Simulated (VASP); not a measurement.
Here is a VASP 6.6.1 calculation.

File INCAR:

```
SYSTEM = Au
PREC = Accurate ; ENCUT = 520
EDIFF = 1E-6 ; ISMEAR = -1
SIGMA = 0.05 ; LREAL = .FALSE.
LASPH = .TRUE. ; NELM = 60
ALGO = Normal ; ISIF = 2
LWAVE = .FALSE. ; LCHARG = .TRUE.
LDIPOL = .TRUE. ; IDIPOL = 3
DIPOL = 0.5 0.5 0.294 ; GGA = B5
ALDAX = 1.0 ; AGGAX = 1.0
AGGAC = 1.0 ; ALDAC = 0.0
LELF = .TRUE. ; LVHAR = .TRUE.
LVACPOTAV = .TRUE.
```

File KPOINTS:

```
regular mesh
0
G
  10 10 1
  0 0 0
```

The input POSCAR:

```
Au
1.0
    2.6622700000      0.0000000000      0.0000000000
    0.0000000000      2.6617000000      0.0000000000
    0.0000000000      0.0000000000     23.8000000000
Au
1
Direct
    0.0000000000      0.5000000000      0.2941200000
```

Potentials or basis: VASP PAW PBE potentials, release 64 (Au).

Command:

```console
$ cat potpaw_PBE.64/Au/POTCAR > POTCAR
$ mpirun -np 1 vasp_std > vasp.out
```

Problem. Estimate the work function of the upper face.

Solution. 5.47 eV.

Problem. Predict the work function of the lower face.

Solution. 5.47 eV.

Problem. What does it give for the band gap on the k mesh?

Solution. None (metal or under the smearing width).

 Spin-orbit coupling is left out, which matters for the levels of Au.
